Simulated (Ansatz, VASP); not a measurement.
# MgS in VASP and in Ansatz

```
Mg S
1.0
     3.64543    0.00000    0.00000
    -1.82272    3.15704    0.00000
     0.00000    0.00000    6.14736
Mg S
2 2
Direct
  0.00000 0.00000 0.00000
  0.00000 0.00000 0.50000
  0.33333 0.66667 0.25000
  0.66667 0.33333 0.75000
```

Alike in both runs: task single point; functional HSE06; k mesh 6 × 6 × 2; no spin polarisation.

```csv
,VASP,Ansatz
version,VASP 6.6.1,Ansatz 0.2.0
potentials or method,"VASP PAW PBE potentials, release 64 (Mg, S)","plane waves, PAW"
plane-wave cutoff (eV),520,420
occupations,"gaussian, width 0.01 eV",fixed
valence electrons in the cell,16,32
```

|  | VASP | Ansatz | Ansatz less VASP |
| --- | --- | --- | --- |
| gap on the k mesh at the Fermi level (eV) | 4.42 | 4.46 | +0.049 |
| pressure (GPa) | -0.7 | -0.4 | +0.33 |
| largest component of the traceless stress (GPa) | 0.11 | 0.05 | -0.061 |

The two sets of potentials don't hold the same shells in valence. Ansatz warned: «stress_exchange_threshold_loose».

Caveats: the k mesh is coarse (spacing up to 0.51 Å⁻¹), so the values aren't converged, least of all with exact exchange; the PAW data sets were made with another functional, which shifts forces and pressure a little (VASP). A k mesh can miss the band edges.
